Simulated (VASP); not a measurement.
The system is Li.

```
CELL_PARAMETERS angstrom
0.00000 2.20200 2.20200
2.20200 0.00000 2.20200
2.20200 2.20200 0.00000
ATOMIC_POSITIONS crystal
Li 0.00000 0.00000 0.00000
```

This isn't the form of Li at room conditions, which is bcc.

- Program: VASP 6.6.1
- Task: single point
- Functional: PBE
- Potentials or basis: VASP PAW PBE potentials, release 64 (Li_sv)
- Cutoff: 520 eV
- k mesh: 10 × 10 × 10
- Occupations: fermi-dirac, width 0.05 eV
- Spin: no spin polarisation

On this cell: band gap on the k mesh none (metal or under the smearing width).

The same run follows on a disturbed copy (cell strained at random at fixed volume):

```xyz
1
Lattice="-0.0294 2.1895 2.1679 2.2442 -0.0796 2.2181 2.1523 2.1479 0.0123" Properties=species:S:1:pos:R:3 pbc="T T T"
Li    0.0184    0.0007    0.0066
```

Q: What changes?

A: The energy (extrapolated to zero smearing) moves by +2.7 meV/atom; band gap on the k mesh none (metal or under the smearing width).
